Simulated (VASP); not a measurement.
# GaN in VASP: one cell, several levels of theory, part 2 of 2

VASP 6.6.1, plane waves, PAW. Earlier steps stand in the parts before.

## Step 3: r2SCAN at this geometry

Input file INCAR:

```
ENCUT = 520.000000
SIGMA = 0.010000
EDIFF = 1.00e-07
ALGO = Normal
METAGGA = R2SCAN
PREC = Accurate
IBRION = -1
ISIF = 2
ISMEAR = 0
NBANDS = 16
NELM = 120
NSW = 0
LASPH = .TRUE.
LCHARG = .TRUE.
LELF = .TRUE.
LWAVE = .FALSE.
LREAL = .FALSE.
```

Input file KPOINTS:

```
KPOINTS created by Atomic Simulation Environment
0
Gamma
10 10 10
0 0 0
```

Input file KPOINTS_OPT:

```
special points
6
Reciprocal
0.0000000000 0.0000000000 0.0000000000 1
-0.5000000000 -0.5000000000 0.0000000000 1
-0.3750000000 -0.3750000000 0.2500000000 1
-0.3750000000 0.0000000000 0.3750000000 1
0.0000000000 0.0000000000 0.5000000000 1
-0.5000000000 -0.2500000000 0.2500000000 1
```

Input file POSCAR:

```
Ga N
 1.0000000000000000
     0.0000000000000000    2.2489525411000000    2.2714420665000001
     2.2489525411000000    0.0000000000000000    2.2714420665000001
     2.2489525411000000    2.2489525411000000    0.0000000000000000
 Ga  N
   1   1
Cartesian
  0.0000000000000000  0.0000000000000000  0.0000000000000000
  1.1244762705499998  1.1244762705499998  1.1357210332499998
```

The run is started by

```sh
$ mpirun -np 1 vasp_std
```

Printed to the terminal (iteration lines stand in OSZICAR):

```text
POSCAR found type information on POSCAR GaN
 POSCAR found :  2 types and       2 ions
 -----------------------------------------------------------------------------
|                                                                             |
|                                                                             |
|     You enforced a specific xc type in the INCAR file but a different       |
|     I HOPE YOU KNOW WHAT YOU ARE DOING!                                     |
|                                                                             |
 -----------------------------------------------------------------------------

 LDA part: xc-table for (None), standard interpolation
 POSCAR, INCAR and KPOINTS ok, starting setup
 FFT: planning ... GRIDC
 FFT: planning ... GRID_SOFT
 FFT: planning ... GRID
 WAVECAR not read
 entering main loop
 Start KPOINTS_OPT (optional k-point list driver)
k-point batch [1-6\6]
```

OSZICAR:

```text
N       E                     dE             d eps       ncg     rms          rms(c)
DAV:   1     0.702417508154E+02    0.70242E+02   -0.96470E+03  3656   0.206E+03
DAV:   2    -0.210294737509E+02   -0.91271E+02   -0.85205E+02  3768   0.333E+02
DAV:   3    -0.267434586995E+02   -0.57140E+01   -0.56928E+01  3808   0.714E+01
DAV:   4    -0.268068746102E+02   -0.63416E-01   -0.63410E-01  4192   0.802E+00
DAV:   5    -0.268077001104E+02   -0.82550E-03   -0.82549E-03  3880   0.820E-01    0.716E+00
DAV:   6    -0.218080031079E+02    0.49997E+01   -0.35239E+00  4976   0.407E+01    0.248E+00
DAV:   7    -0.218860138695E+02   -0.78011E-01   -0.42680E-01  3560   0.705E+00    0.173E+00
DAV:   8    -0.218974122148E+02   -0.11398E-01   -0.36517E-02  4440   0.487E+00    0.229E-01
DAV:   9    -0.218959567878E+02    0.14554E-02   -0.12902E-02  4848   0.290E+00    0.145E-01
DAV:  10    -0.218960783118E+02   -0.12152E-03   -0.88412E-04  3800   0.261E-01    0.157E-01
DAV:  11    -0.218961704213E+02   -0.92110E-04   -0.78340E-05  4928   0.283E-01    0.122E-01
DAV:  12    -0.218961259883E+02    0.44433E-04   -0.13201E-04  4176   0.120E-01    0.557E-02
DAV:  13    -0.218961197407E+02    0.62476E-05   -0.10978E-05  4064   0.475E-02    0.490E-02
DAV:  14    -0.218961059969E+02    0.13744E-04   -0.11908E-05  4856   0.772E-02    0.326E-02
DAV:  15    -0.218960952660E+02    0.10731E-04   -0.18249E-05  4888   0.824E-02    0.133E-02
DAV:  16    -0.218960921345E+02    0.31315E-05   -0.63498E-06  4632   0.322E-02    0.489E-03
DAV:  17    -0.218960921735E+02   -0.38983E-07   -0.41096E-07  3656   0.670E-03
   1 F= -.21896092E+02 E0= -.21896092E+02  d E =-.173845E-24
       N       E                     dE             ncg
DAV:   1     0.226321463648E+04   -0.43546E+04      208
DAV:   2     0.166576549870E+04   -0.59745E+03      232
DAV:   3     0.162734719514E+04   -0.38418E+02      208
DAV:   4     0.162687337992E+04   -0.47382E+00      264
DAV:   5     0.162686803354E+04   -0.53464E-02      232
DAV:   6     0.162686788057E+04   -0.15298E-03      272
DAV:   7     0.162686787651E+04   -0.40570E-05      248
DAV:   8     0.162686787631E+04   -0.19905E-06      224
DAV:   9     0.162686787630E+04   -0.71952E-08      184
```

Parts of OUTCAR:

```text
k-points           NKPTS =    102   k-points in BZ     NKDIM =    102   number of bands    NBANDS=     16

   NELECT =      18.0000    total number of electrons

   dimension x,y,z NGX =    24 NGY =   24 NGZ =   24
   dimension x,y,z NGXF=    48 NGYF=   48 NGZF=   48

  energy-cutoff  :      520.00
  volume of cell :       22.98
      direct lattice vectors                 reciprocal lattice vectors
     0.000000000  2.248952541  2.271442067    -0.222325723  0.222325723  0.220124478
     2.248952541  0.000000000  2.271442067     0.222325723 -0.222325723  0.220124478
     2.248952541  2.248952541  0.000000000     0.222325723  0.222325723 -0.220124478

 k-points in reciprocal lattice and weights: KPOINTS created by Atomic Simulation Env
   0.00000000  0.00000000  0.00000000       0.001
   0.10000000 -0.00000000  0.00000000       0.008
   0.20000000 -0.00000000  0.00000000       0.008
   0.30000000  0.00000000  0.00000000       0.008
   0.40000000 -0.00000000  0.00000000       0.008
   0.50000000  0.00000000  0.00000000       0.004
   0.10000000  0.10000000  0.00000000       0.002
   0.20000000  0.10000000  0.00000000       0.008
[... 94 more k-points ...]

 E-fermi :   5.0582

 k-point     1 :       0.0000    0.0000    0.0000
  band No.  band energies     occupation
      1     -11.7221      2.00000
      2      -8.8613      2.00000
      3      -8.8507      2.00000
      4      -8.8507      2.00000
      5      -8.5081      2.00000
      6      -8.5080      2.00000
      7       4.9436      2.00000
      8       4.9907      2.00000
      9       4.9907      2.00000
     10       7.0675      0.00000
     11      15.9426      0.00000
     12      15.9427      0.00000
     13      15.9727      0.00000
     14      23.4737      0.00000
     15      24.4447      0.00000
     16      24.7831      0.00000

 k-point     2 :       0.1000   -0.0000    0.0000
  band No.  band energies     occupation
      1     -11.6123      2.00000
      2      -8.8444      2.00000
      3      -8.8367      2.00000
      4      -8.8129      2.00000
      5      -8.5094      2.00000
      6      -8.5090      2.00000
      7       3.8806      2.00000
      8       4.8484      2.00000
      9       4.8843      2.00000
     10       7.9235      0.00000
     11      15.4493      0.00000
     12      16.1189      0.00000
     13      16.1276      0.00000
     14      23.0828      0.00000
     15      23.3654      0.00000
     16      23.4152      0.00000

 k-point     3 :       0.2000   -0.0000    0.0000
  band No.  band energies     occupation
      1     -11.3322      2.00000
      2      -8.8109      2.00000
      3      -8.8037      2.00000
      4      -8.6512      2.00000
      5      -8.5089      2.00000
      6      -8.5069      2.00000
      7       2.0215      2.00000
      8       4.5741      2.00000
      9       4.6222      2.00000
     10       9.0604      0.00000
     11      14.6650      0.00000
     12      16.3680      0.00000
     13      16.4089      0.00000
     14      22.1412      0.00000
     15      22.4595      0.00000
     16      22.5344      0.00000

 k-point     4 :       0.3000    0.0000    0.0000
  band No.  band energies     occupation
      1     -11.0201      2.00000
      2      -8.7803      2.00000
      3      -8.7729      2.00000
      4      -8.4973      2.00000
      5      -8.4933      2.00000
      6      -8.2743      2.00000
      7       0.1094      2.00000
      8       4.2633      2.00000
      9       4.3252      2.00000
     10       9.7885      0.00000
     11      14.3036      0.00000
     12      16.2850      0.00000
     13      16.3906      0.00000
     14      21.4840      0.00000
     15      23.0092      0.00000
     16      23.0283      0.00000

 k-point     5 :       0.4000   -0.0000    0.0000
  band No.  band energies     occupation
      1     -10.8163      2.00000
      2      -8.7657      2.00000
      3      -8.7580      2.00000
      4      -8.4770      2.00000
      5      -8.4710      2.00000
      6      -7.7100      2.00000
      7      -1.4759      2.00000
      8       4.0300      2.00000
      9       4.1026      2.00000
     10      10.0586      0.00000
     11      14.3337      0.00000
     12      16.0106      0.00000
     13      16.1501      0.00000
     14      21.3614      0.00000
     15      24.5215      0.00000
     16      24.5552      0.00000

 k-point     6 :       0.5000    0.0000    0.0000
  band No.  band energies     occupation
      1     -10.7526      2.00000
      2      -8.7624      2.00000
      3      -8.7548      2.00000
      4      -8.4666      2.00000
      5      -8.4600      2.00000
      6      -7.3811      2.00000
      7      -2.1549      2.00000
      8       3.9445      2.00000
      9       4.0212      2.00000
     10      10.1060      0.00000
     11      14.3958      0.00000
     12      15.8798      0.00000
     13      16.0283      0.00000
     14      21.4367      0.00000
     15      25.6365      0.00000
     16      25.6756      0.00000

 k-point     7 :       0.1000    0.1000    0.0000
  band No.  band energies     occupation
      1     -11.5778      2.00000
      2      -8.8242      2.00000
      3      -8.8242      2.00000
      4      -8.8230      2.00000
      5      -8.5188      2.00000
      6      -8.5008      2.00000
      7       3.8666      2.00000
      8       4.6720      2.00000
      9       4.6720      2.00000
     10       8.1829      0.00000
     11      15.1271      0.00000
     12      16.2980      0.00000
     13      16.2981      0.00000
     14      20.9143      0.00000
     15      24.8939      0.00000
     16      25.4746      0.00000

 k-point     8 :       0.2000    0.1000    0.0000
  band No.  band energies     occupation
      1     -11.3567      2.00000
      2      -8.8068      2.00000
      3      -8.7902      2.00000
      4      -8.7050      2.00000
      5      -8.5197      2.00000
      6      -8.4940      2.00000
      7       2.5137      2.00000
      8       4.3342      2.00000
      9       4.4282      2.00000
     10       9.1526      0.00000
     11      14.4398      0.00000
     12      16.3778      0.00000
     13      16.6735      0.00000
     14      19.9031      0.00000
     15      24.4673      0.00000
     16      24.5389      0.00000

[... the tables of k-points 9 to 102 left out ...]

  Total       -0.0516177     -0.0516177     -0.2410604      0.0000000      0.0000000      0.0000000
  in kB       -3.5992936     -3.5992936    -16.8090875      0.0000000      0.0000000      0.0000000
  external PRESSURE =      -8.0025582 kB  Pullay stress =       0.0000000 kB

 POSITION                                       TOTAL-FORCE (eV/Angst)
 -----------------------------------------------------------------------------------
      0.00000      0.00000      0.00000        -0.000000     -0.000000     -0.000000
      1.12448      1.12448      1.13572         0.000000      0.000000      0.000000
 -----------------------------------------------------------------------------------
    total drift:                                0.000011      0.000011      0.000006

  FREE ENERGIE OF THE ION-ELECTRON SYSTEM (eV)
  ---------------------------------------------------
  free  energy   TOTEN  =       -21.8960921735 eV

  energy  without entropy=      -21.8960921735  energy(sigma->0) =      -21.89609217
```

Hardware: 1 MPI rank of Intel Xeon Platinum 8488C, shared host.

The levels at the points of KPOINTS_OPT are read from vasprun.xml.

Near the gap, in eV above the top of the last filled band v; c is the band after it:

```csv
point,v−1,v,c,c+1
Γ,0.00,0.00,2.08,10.95
X,-2.73,-2.73,3.79,7.31
U,-4.34,-2.19,5.50,8.53
K,-4.33,-2.27,5.41,8.44
L,-1.05,-0.97,5.12,9.40
W,-3.79,-3.69,6.73,9.05
```

Gap with r2SCAN: 2.08 eV, direct (Γ). The pressure is -0.80 GPa; the forces vanish within 0.01 eV/Å.

## Step 4: What came out

The summary covers parts 1 to 2.

```
 level  gap (eV)  pressure (GPa)  Ansatz: gap (eV)  Ansatz: pressure (GPa)
   PBE      1.68            4.32              1.68                    4.27
r2SCAN      2.08           -0.80              2.09                   -1.92
```

In words: The gap runs from 1.68 eV (PBE) to 2.08 eV (r2SCAN). At this one volume the pressure spans -0.8 GPa (r2SCAN) to 4.3 GPa (PBE): PBE wants the largest cell and r2SCAN the smallest. The two programs agree on the gap within 0.02 eV, far less than the spread between functionals. Each program uses its own PAW datasets and cutoff.
